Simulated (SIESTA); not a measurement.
GaAs:

```
As Ga
1.0
     0.00000    2.82685    2.82685
     2.82685    0.00000    2.82685
     2.82685    2.82685    0.00000
As Ga
1 1
Direct
  0.75000 0.75000 0.75000
  0.00000 0.00000 0.00000
```

Base run:

* Program: SIESTA 5.4.2
* Functional: PBE
* Potentials or basis: PseudoDojo 0.4 standard (PBE files)
* Basis: DZP (energy shift 0.003 Ry; two zetas on semicore shells)
* Grid cutoff: 800 Ry
* Energy shift: 0.003 Ry
* k mesh: 8 × 8 × 8
* Occupations: fermi-dirac, width 0.05 eV
* Spin: no spin polarisation

Its results: band gap on the k mesh 0.66 eV, direct; pressure 4.1 GPa.

**Question.** The run is repeated on the same cell with these changes: basis from DZP (energy shift 0.003 Ry; two zetas on semicore shells) to SZP (energy shift 0.003 Ry). What comes out?

**Answer.** Band gap on the k mesh 0.78 eV, direct; pressure 5.0 GPa.

Caveats: the basis of atomic orbitals isn't converged, which shifts pressures, moduli and gaps.

A k mesh can miss the band edges.
